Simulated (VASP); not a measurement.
CsCl (CsCl type): the band gap from VASP (plane waves, PAW) at several levels of theory. Gaps are without spin-orbit coupling. Each level names its cell: its own relaxed one, PBE's, or the starting one. A gap is the smallest over the k-mesh and a band path; hybrids may have named points in place of the path, and GW has the mesh alone. The mesh is coarse and the basis finite, so the quasiparticle values are not converged.

```
level                      band gap (eV)  error against measurement (eV)
-------------------------  -------------  ------------------------------
LDA (own cell)                      4.97                           -3.38
PBE (own cell)                      4.99                           -3.36
PBEsol (own cell)                   5.21                           -3.14
PBE-D4 (own cell)                   5.17                           -3.18
rev-vdW-DF2 (own cell)              5.21                           -3.14
revTPSS (own cell)                  5.48                           -2.87
SCAN (starting cell)                5.90                           -2.45
r2SCAN (own cell)                   5.91                           -2.44
r2SCAN+rVV10 (own cell)             5.81                           -2.54
HSE06 (PBE cell)                    6.31                           -2.04
HSEsol (PBE cell)                   6.13                           -2.22
PBE0 (PBE cell)                     7.01                           -1.34
B3LYP (PBE cell)                    6.65                           -1.70
Hartree-Fock (PBE cell)            13.36                           +5.01
G0W0@PBE (starting cell)            7.64                           -0.71
evGW0@PBE (starting cell)           8.09                           -0.26
```

Measured: 8.35 eV at 80 K (as given by Wikipedia, Caesium chloride).

The cell of the LDA (own cell) run:

```
CsCl
1.0
    3.97631     0.00000     0.00000
    0.00000     3.97631     0.00000
    0.00000     0.00000     3.97631
Cs Cl
1 1
Direct
  0.00000   0.00000   0.00000
  0.50000   0.50000   0.50000
```

Only levels that ran to the end are used. Left out are those held back, those with too coarse a band path, GW runs whose mesh misses a band edge, hybrids' fits of cells that aren't cubic and levels without matching references; a question may draw on a part of the rest.

The compound is CsCl in the CsCl type structure.
